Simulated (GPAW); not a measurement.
Runs of GPAW 26.7.0 on NiO. The structure is cubic, space group Fm-3m (No. 225). The conventional cell has a = 4.172 Å, b = 4.172 Å, c = 4.172 Å, α = 90.00°, β = 90.00°, γ = 90.00°. Ni (site symmetry m-3m) is surrounded by 6 O at 2.09 Å. O (site symmetry m-3m) has 6 Ni at 2.09 Å as nearest neighbours. 

```csv
task,level,potentials or basis,cell,smearing,band path,band points,optimizer,fmax,max steps,gap on the mesh (eV),pressure (GPa),moment (μB),relaxed volume (Å³/atom)
band structure,revPBE,"the program's PAW data sets (release 1.2.1) made for this functional, pw",as given,fermi-dirac 0.05 eV,"GXWKGLUWLK,UX",60,-,-,-,-,15.4,1.79,-
relaxation of cell and atoms,LDA,"the program's PAW data sets (release 1.2.1) made for this functional, pw",relaxed,fermi-dirac 0.05 eV,-,-,FIRE,0.02 eV/Å,40,none,-0.2,0.30,8.43
band structure,LDA,"the program's PAW data sets (release 1.2.1) made for this functional, pw",as given,fermi-dirac 0.05 eV,"GXWKGLUWLK,UX",60,-,-,-,-,-16.4,0.29,-
relaxation of cell and atoms,RPBE,"the program's PAW data sets (release 1.2.1) made for this functional, pw",relaxed,fermi-dirac 0.05 eV,-,-,FIRE,0.05 eV/Å,100,none,-0.5,1.94,(b)
single point,PBE,"GPAW PAW data sets (gpaw-data 1.2.1), pw",as given,gaussian 0.011 eV,-,-,-,-,-,none,(a),1.78,-
```

Alike in all rows: spin collinear, ferromagnetic start; k mesh 11 × 11 × 11; cutoff (eV) 800.

Q: Estimate the missing entries.

A: (a) 10.2; (b) 9.96.

Caveats: the stock nickel data set gives pressures a few GPa off other programs; semilocal functionals often make such compounds metallic where correlation or magnetic order opens a gap, which also shifts bond lengths; a cell with one magnetic atom can't hold antiferromagnetic order, which such compounds often take (some runs); so large a pressure means that the cell lies far from this level's equilibrium, or that cutoff or potentials fall short (some runs); each step starts from the last one's moments, so a moment once lost doesn't come back (some runs); later steps reuse the first step's grids (some runs).

A gap of «none» marks a metal or a gap under the smearing width.
